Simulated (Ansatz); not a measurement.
Relaxed InN (zinc blende):

```xyz
4
Lattice="0.0000 5.0490 5.0490 2.5245 2.5245 5.0490 2.5245 2.5245 0.0000" Properties=species:S:1:pos:R:3 pbc="T T T"
N      3.7867     8.8357     8.8357
N      3.7867     6.3112     6.3112
In     0.0000     0.0000     0.0000
In     2.5245     5.0490     2.5245
```

The atoms are displaced by Q × the pattern below (from a DFPT mode at X = (0.5, 0.5, 0.0), largest move 1; Q in Å), at fixed cell. (q is in reciprocal vectors of the primitive cell; the cell shown is doubled to hold the pattern.)

| atom | x | y | z |
|---|---|---|---|
| In3 | 0.000 | 0.000 | 1.000 |
| In4 | 0.000 | 0.000 | -1.000 |

Atoms not listed stay in place.

Level of theory: PBE (plane waves to 420 eV, PAW, scalar-relativistic; Ansatz, a quantum-chemistry and plane-wave program). k mesh 11×11×11 (Γ-centred), Fermi-Dirac smearing 0.05 eV. E stands for the smeared free energy. With partly filled bands, energies and forces of such displacements shift with the k mesh and the smearing. At this level the bands of InN touch or barely overlap; measurements give the solid a gap. InN was relaxed with its symmetry unable to fall. ΔE is measured from the undisplaced structure. The last digit holds for this mesh only.

```json
[
 {"Q (Å)": "-0.180", "ΔE (meV/cell)": "659.4"},
 {"Q (Å)": "-0.150", "ΔE (meV/cell)": "459.9"},
 {"Q (Å)": "-0.120", "ΔE (meV/cell)": "withheld"},
 {"Q (Å)": "-0.090", "ΔE (meV/cell)": "166.6"},
 {"Q (Å)": "-0.060", "ΔE (meV/cell)": "74.2"},
 {"Q (Å)": "-0.030", "ΔE (meV/cell)": "18.6"},
 {"Q (Å)": "0.000", "ΔE (meV/cell)": "0.0"},
 {"Q (Å)": "0.030", "ΔE (meV/cell)": "18.6"},
 {"Q (Å)": "0.060", "ΔE (meV/cell)": "74.2"},
 {"Q (Å)": "0.090", "ΔE (meV/cell)": "166.6"},
 {"Q (Å)": "0.120", "ΔE (meV/cell)": "withheld"},
 {"Q (Å)": "0.150", "ΔE (meV/cell)": "459.9"},
 {"Q (Å)": "0.180", "ΔE (meV/cell)": "659.4"}
]
```

**Question.** Fit an even polynomial form (powers 2, 4) to the given rows and predict ΔE at Q = 0.120.

**Answer.** Least squares on the 11 given rows: ΔE = (20640)·Q² + (-8922)·Q⁴, in meV/cell with Q in Å; root-mean-square residual 0.02 meV/cell. At 0.120 the fit gives 295.4 meV/cell; the calculation gives 295.4 meV/cell, the same to the digits shown. The quadratic term alone would give 297.2 meV/cell.

(For displaced atoms, the force is minus the slope of the energy, and its curvature is a force constant, which sets phonon frequencies.)
